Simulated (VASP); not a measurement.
# Zr6C5 in VASP: notebook

Runs on Zr6C5. Level: PBE. Tasks: single point.

Program: VASP 6.6.1. These are calculated values, not measurements. Logs are shortened: lines on timing, memory, paths and dates and some standing lists are left out, and cuts for length are marked.

**1. Starting point**

The cell holds a slab with vacuum, 11 atoms: a = 3.324 Å, b = 3.324 Å, c = 25.569 Å, α = 90.00°, β = 90.00°, γ = 120.00°.

**2. Single point, PBE**

INCAR reads:

```
SYSTEM = Zr6C5
PREC = Accurate ; ENCUT = 460
EDIFF = 1E-7 ; ISMEAR = 1
SIGMA = 0.02 ; LREAL = .False.
LASPH = .True. ; NELM = 120
ALGO = Normal ; ISIF = 2
LWAVE = .False. ; LCHARG = .False.
LDIPOL = .True. ; IDIPOL = 3
DIPOL = 0.5 0.5 0.500 ; GGA = PE
NBANDS = 65 ; LVHAR = .True.
LVACPOTAV = .True.
```

KPOINTS reads:

```
Automatic mesh
0
Gamma
  9 9 1
  0 0 0
```

POSCAR reads:

```
Zr6C5
1.0
    3.3236988564      0.0000000000      0.0000000000
   -1.6618494282      2.8784076442      0.0000000000
    0.0000000000      0.0000000000     25.5689437615
Zr C
6 5
Direct
    0.3333333333      0.6666666667      0.2346596737
    0.0000000000      0.0000000000      0.3407958042
    0.6666666667      0.3333333333      0.4469319347
    0.3333333333      0.6666666667      0.5530680653
    0.0000000000      0.0000000000      0.6592041958
    0.6666666667      0.3333333333      0.7653403263
    0.6666666667      0.3333333333      0.2877277390
    0.3333333333      0.6666666667      0.3938638695
    0.0000000000      0.0000000000      0.5000000000
    0.6666666667      0.3333333333      0.6061361305
    0.3333333333      0.6666666667      0.7122722610
```

Potentials or basis: VASP PAW PBE potentials, release 64 (Zr_sv, C).

Command:

```sh
> cat potpaw_PBE.64/Zr_sv/POTCAR potpaw_PBE.64/C/POTCAR > POTCAR
> mpirun -np 1 vasp_std > vasp.out
```

OUTCAR:

```text
SYSTEM = Zr6C5
   PREC = Accurate
   ENCUT = 460
   EDIFF = 1E-7
   ISMEAR = 1
   LREAL = .False.
   LASPH = .True.
   NELM = 120
   ISIF = 2
   GGA = PE

 Found     12 irreducible k-points:

 Following reciprocal coordinates:
            Coordinates               Weight
  0.000000  0.000000  0.000000      1.000000
  0.111111 -0.000000  0.000000      6.000000
  0.222222  0.000000  0.000000      6.000000
  0.333333 -0.000000  0.000000      6.000000
  0.444444  0.000000  0.000000      6.000000
  0.111111  0.111111  0.000000      6.000000
   k-points           NKPTS =     12   k-points in BZ     NKDIM =     12   number of bands    NBANDS=     65
   number of dos      NEDOS =    301   number of ions     NIONS =     11
   total plane-waves  NPLWV = 103680
   dimension x,y,z NGX =    24 NGY =   24 NGZ =  180
   dimension x,y,z NGXF=    48 NGYF=   48 NGZF=  360
   ions per type =               6   5
   NGX,Y,Z   is equivalent  to a cutoff of  12.00, 12.00, 11.70 a.u.
   NGXF,Y,Z  is equivalent  to a cutoff of  24.01, 24.01, 23.41 a.u.
 SYSTEM =  Zr6C5
   PREC   = accura    normal or accurate (medium, high low for compatibility)
   ISTART =      0    job   : 0-new  1-cont  2-samecut
   ICHARG =      2    charge: 1-file 2-atom 10-const
   ISPIN  =      1    spin polarized calculation?
   LNONCOLLINEAR =      F non collinear calculations
   LSORBIT =      F    spin-orbit coupling
   LASPH  =      T    aspherical Exc in radial PAW
   ENCUT  =  460.0 eV  33.81 Ry    5.81 a.u.   5.81  5.81 44.71*2*pi/ulx,y,z
   NELM   =    120;   NELMIN=  2; NELMDL= -5     # of ELM steps
   EDIFF  = 0.1E-06   stopping-criterion for ELM
   LREAL  =      F    real-space projection
   EDIFFG = 0.1E-05   stopping-criterion for IOM
   NSW    =      0    number of steps for IOM
   IBRION =     -1    ionic relax: 0-MD 1-quasi-New 2-CG
   NFREE  =      0    steps in history (QN), initial steepest desc. (CG)
   ISIF   =      2    stress and relaxation
   ISYM   =      2    0-nonsym 1-usesym 2-fastsym
   POTIM  = 0.5000    time-step for ionic-motion
   TEBEG  =    0.0;   TEEND  =   0.0 temperature during run
   PSTRESS=    0.0 pullay stress
   NELECT =      92.0000    total number of electrons
   NUPDOWN=      -1.0000    fix difference up-down
   EMIN   =  10.00;   EMAX   =-10.00  energy-range for DOS
   EFERMI =   0.00;   METHOD = LEGACY
   ISMEAR =     1;   SIGMA  =   0.02  broadening in eV -4-tet -1-fermi 0-gaus
   EFERMI_NEDOS =   21; number of points for ismear=-14 and -15
   IALGO  =     38    algorithm
   IMIX   =      4    mixing-type and parameters
     AMIX     =   0.40;   BMIX     =  1.00
     AMIX_MAG =   1.60;   BMIX_MAG =  1.00
  volume/ion in A,a.u.               =      22.24       150.07
  Fermi-wavevector in a.u.,A,eV,Ry     =   1.181703  2.233096 18.999491  1.396423
  Thomas-Fermi vector in A             =   2.317972
   LORBIT       =      0    0 simple, 1 ext, 2 COOP (PROOUT), +10 PAW based schemes
   GGA     = PE    functional components
   LHFCALC =     F    Hartree Fock is set to
   AEXX    =    0.0000 exact exchange contribution
   IVDW    =     0    specifies the selected vdW correction
   LEPSILON=     F    determine dielectric tensor
   LRPA    =     F    only Hartree local field effects (RPA)
 non-spin polarized calculation
 Methfessel and Paxton  Order N= 1 SIGMA  =   0.02
  energy-cutoff  :      460.00
  volume of cell :      244.62
 maximum number of plane-waves:      5512
 NGX is ok and might be reduce to    24
   NGX = 11   NGY = 11   NGZ = 89

 number of electron      91.9999995 magnetization

 dipolmoment           0.000000      0.000000     -0.000000 electrons x Angstroem

 Free energy of the ion-electron system (eV)
  ---------------------------------------------------
  ext. energy  EPLUGINS =         0.00000000
  ---------------------------------------------------
  free energy    TOTEN  =      -103.76176637 eV

  energy without entropy =     -103.76182145  energy(sigma->0) =     -103.76178473

 E-fermi :   4.5424     XC(G=0):  -8.3367

 val. band max:        4.5308183001   @ k =   0.3333   0.3333   0.0000
 cond. band min:       4.5562363711   @ k =   0.3333   0.1111   0.0000
 fundamental gap:      0.0254180710
 Fermi energy:         4.5423899036

 k-point     1 :       0.0000    0.0000    0.0000
  band No.  band energies     occupation
      1     -44.4930      2.00000
      2     -44.4930      2.00000
      3     -43.5951      2.00000
      4     -43.5900      2.00000
      5     -43.5280      2.00000
      6     -43.4824      2.00000
[... 50 lines left out ...]
     57       7.1383      0.00000
     58       7.1840      0.00000

 k-point     2 :       0.1111   -0.0000    0.0000
  band No.  band energies     occupation
      1     -44.4858      2.00000
      2     -44.4858      2.00000
      3     -43.5861      2.00000
      4     -43.5817      2.00000
      5     -43.5201      2.00000
      6     -43.4765      2.00000
[... 50 lines left out ...]
     57       7.3222      0.00000
     58       7.4665      0.00000

 k-point     3 :       0.2222    0.0000    0.0000
  band No.  band energies     occupation
      1     -44.4675      2.00000
      2     -44.4675      2.00000
      3     -43.5632      2.00000
      4     -43.5604      2.00000
      5     -43.4994      2.00000
      6     -43.4618      2.00000
[... 50 lines left out ...]
     57       7.4929      0.00000
     58       7.8401      0.00000

 k-point     4 :       0.3333   -0.0000    0.0000
  band No.  band energies     occupation
      1     -44.4465      2.00000
      2     -44.4465      2.00000
      3     -43.5371      2.00000
      4     -43.5359      2.00000
      5     -43.4746      2.00000
      6     -43.4465      2.00000
[... 50 lines left out ...]
     57       8.1180      0.00000
     58       8.1525      0.00000

 k-point     5 :       0.4444    0.0000    0.0000
  band No.  band energies     occupation
      1     -44.4328      2.00000
      2     -44.4328      2.00000
      3     -43.5200      2.00000
      4     -43.5197      2.00000
      5     -43.4565      2.00000
      6     -43.4382      2.00000
[... 50 lines left out ...]
     57       8.7045      0.00000
     58       8.8048      0.00000

 k-point     6 :       0.1111    0.1111    0.0000
  band No.  band energies     occupation
      1     -44.4730      2.00000
      2     -44.4730      2.00000
      3     -43.5701      2.00000
      4     -43.5669      2.00000
      5     -43.5057      2.00000
      6     -43.4662      2.00000
[... 50 lines left out ...]
     57       7.5744      0.00000
     58       7.9002      0.00000

 [... further k-points ...]

 [bands above 58 left out]

------------------------ aborting loop because EDIFF is reached ----------------------------------------

  FORCE on cell =-STRESS in cart. coord.  units (eV):
  Direction    XX          YY          ZZ          XY          YZ          ZX
  --------------------------------------------------------------------------------------
  -------------------------------------------------------------------------------------
  Total       -1.4452595     -1.4452595     -5.4202504     -0.0000000     -0.0000000     -0.0000000
  in kB       -9.4660686     -9.4660686    -35.5012120     -0.0000000     -0.0000000     -0.0000000
  external PRESSURE =     -18.1444497 kB  Pullay stress =       0.0000000 kB

 VOLUME and BASIS-vectors are now :
 -----------------------------------------------------------------------------
  energy-cutoff  :      460.00
  volume of cell :      244.62
      direct lattice vectors                 reciprocal lattice vectors
     3.323698856  0.000000000  0.000000000     0.300869616  0.173707154  0.000000000
    -1.661849428  2.878407644  0.000000000     0.000000000  0.347414308  0.000000000
     0.000000000  0.000000000 25.568943762     0.000000000  0.000000000  0.039109946

 POSITION                                       TOTAL-FORCE (eV/Angst)
 -----------------------------------------------------------------------------------
     -0.00000      1.91894      6.00000         0.000000     -0.000000      1.622548
      0.00000      0.00000      8.71379        -0.000000      0.000000      0.468692
      1.66185      0.95947     11.42758         0.000000     -0.000000      0.007684
     -0.00000      1.91894     14.14137         0.000000      0.000000     -0.007684
      0.00000      0.00000     16.85516        -0.000000      0.000000     -0.468692
      1.66185      0.95947     19.56894        -0.000000      0.000000     -1.622548
      1.66185      0.95947      7.35689        -0.000000      0.000000     -1.780946
     -0.00000      1.91894     10.07068        -0.000000      0.000000     -0.223298
      0.00000      0.00000     12.78447        -0.000000      0.000000     -0.000000
      1.66185      0.95947     15.49826        -0.000000     -0.000000      0.223298
     -0.00000      1.91894     18.21205         0.000000     -0.000000      1.780946
 -----------------------------------------------------------------------------------
    total drift:                                0.000000     -0.000000      0.000000

  FREE ENERGIE OF THE ION-ELECTRON SYSTEM (eV)
  ---------------------------------------------------
  free  energy   TOTEN  =      -103.7617663683 eV

  energy  without entropy=     -103.7618214496  energy(sigma->0) =     -103.76178473

 vacuum level on the upper side and lower side of the slab         8.949         8.949
```

It took 4 min on 1 thread of AMD EPYC 9R45 (Zen 5), shared host; peak memory 0.33 GiB.

These settings aren't checked as converged: the numbers below hold their error.

What came out:

```
Free energy                     : -103.7618 eV
Largest force                   : 1.781 eV/Å
Band gap on the k mesh          : none (metal or under the smearing width)
Work function of the upper face : 4.41 eV
Work function of the lower face : 4.41 eV
```

Caveat: the cutoff is under 1.25 times the usual one of these potentials, so pressure, stress and relaxed cells hold a basis-set (Pulay) error.

**3. Single point, PBE**

This run uses another cell than the first one, of 20.50 Å³/atom, 0.922 times its volume.

INCAR, as its differences from that of step 2:

```diff
@@ -3,3 +3,3 @@
 EDIFF = 1E-7 ; ISMEAR = 1
-SIGMA = 0.02 ; LREAL = .False.
+SIGMA = 0.1 ; LREAL = .False.
 LASPH = .True. ; NELM = 120
```

KPOINTS reads:

```
Automatic mesh
0
Gamma
  11 11 1
  0 0 0
```

POSCAR reads:

```
Zr6C5
1.0
    3.3236988564      0.0000000000      0.0000000000
   -1.6618494282      2.8784076442      0.0000000000
    0.0000000000      0.0000000000     23.5689437615
Zr C
6 5
Direct
    0.3333333333      0.6666666667      0.2121435755
    0.0000000000      0.0000000000      0.3272861453
    0.6666666667      0.3333333333      0.4424287151
    0.3333333333      0.6666666667      0.5575712849
    0.0000000000      0.0000000000      0.6727138547
    0.6666666667      0.3333333333      0.7878564245
    0.6666666667      0.3333333333      0.2697148604
    0.3333333333      0.6666666667      0.3848574302
    0.0000000000      0.0000000000      0.5000000000
    0.6666666667      0.3333333333      0.6151425698
    0.3333333333      0.6666666667      0.7302851396
```

Potentials or basis: VASP PAW PBE potentials, release 64 (Zr_sv, C).

Command:

```sh
> cat potpaw_PBE.64/Zr_sv/POTCAR potpaw_PBE.64/C/POTCAR > POTCAR
> mpirun -np 1 vasp_std > vasp.out
```

OUTCAR:

```text
SYSTEM = Zr6C5
   PREC = Accurate
   ENCUT = 460
   EDIFF = 1E-7
   ISMEAR = 1
   LREAL = .False.
   LASPH = .True.
   NELM = 120
   ISIF = 2
   GGA = PE

 Found     16 irreducible k-points:

 Following reciprocal coordinates:
            Coordinates               Weight
  0.000000  0.000000  0.000000      1.000000
  0.090909 -0.000000  0.000000      6.000000
  0.181818  0.000000  0.000000      6.000000
  0.272727  0.000000  0.000000      6.000000
  0.363636 -0.000000  0.000000      6.000000
  0.454545  0.000000  0.000000      6.000000
[... 456 lines left out ...]

 VOLUME and BASIS-vectors are now :
 -----------------------------------------------------------------------------
  energy-cutoff  :      460.00
  volume of cell :      225.48
      direct lattice vectors                 reciprocal lattice vectors
     3.323698856  0.000000000  0.000000000     0.300869616  0.173707154  0.000000000
    -1.661849428  2.878407644  0.000000000     0.000000000  0.347414308  0.000000000
     0.000000000  0.000000000 23.568943762     0.000000000  0.000000000  0.042428715

 POSITION                                       TOTAL-FORCE (eV/Angst)
 -----------------------------------------------------------------------------------
     -0.00000      1.91894      5.00000         0.000000      0.000000      1.531092
      0.00000      0.00000      7.71379        -0.000000     -0.000000      0.469532
      1.66185      0.95947     10.42758         0.000000      0.000000     -0.022596
     -0.00000      1.91894     13.14137        -0.000000     -0.000000      0.022596
      0.00000      0.00000     15.85516        -0.000000      0.000000     -0.469532
      1.66185      0.95947     18.56894        -0.000000     -0.000000     -1.531092
      1.66185      0.95947      6.35689         0.000000     -0.000000     -1.718840
     -0.00000      1.91894      9.07068         0.000000     -0.000000     -0.192797
      0.00000      0.00000     11.78447        -0.000000     -0.000000     -0.000000
      1.66185      0.95947     14.49826        -0.000000      0.000000      0.192797
     -0.00000      1.91894     17.21205        -0.000000      0.000000      1.718840
 -----------------------------------------------------------------------------------
    total drift:                                0.000000      0.000000      0.000000

  FREE ENERGIE OF THE ION-ELECTRON SYSTEM (eV)
  ---------------------------------------------------
  free  energy   TOTEN  =      -103.7556642094 eV

  energy  without entropy=     -103.7571904129  energy(sigma->0) =     -103.75617294
```

OSZICAR:

```text
N       E                     dE             d eps       ncg     rms          rms(c)
DAV:   1     0.843270343037E+03    0.84327E+03   -0.45100E+04  2192   0.125E+03
DAV:   2    -0.430808942415E+02   -0.88635E+03   -0.85032E+03  2425   0.392E+02
DAV:   3    -0.119828880534E+03   -0.76748E+02   -0.75766E+02  3168   0.921E+01
[... 15 lines left out ...]
DAV:  19    -0.103755626673E+03   -0.39360E-03   -0.34061E-04  2616   0.319E-02    0.129E-02
DAV:  20    -0.103755659421E+03   -0.32749E-04   -0.35044E-05  2664   0.150E-02    0.123E-02
DAV:  21    -0.103755663763E+03   -0.43414E-05   -0.12980E-05  2392   0.111E-02    0.392E-03
DAV:  22    -0.103755664150E+03   -0.38742E-06   -0.46809E-06  2248   0.535E-03    0.192E-03
DAV:  23    -0.103755664209E+03   -0.59234E-07   -0.54511E-07  2096   0.216E-03
   1 F= -.10375566E+03 E0= -.10375617E+03  d E =0.152620E-02
```

It took 3.9 min on 1 thread of AMD EPYC 9R45 (Zen 5), shared host; peak memory 0.33 GiB.

These settings aren't checked as converged: the numbers below hold their error.

Results:

| Property | Result |
| --- | --- |
| Free energy | -103.7557 eV |
| Largest force | 1.719 eV/Å |
| Band gap on the k mesh | none (metal or under the smearing width) |

Caveat: the cutoff is under 1.25 times the usual one of these potentials, so pressure, stress and relaxed cells hold a basis-set (Pulay) error.
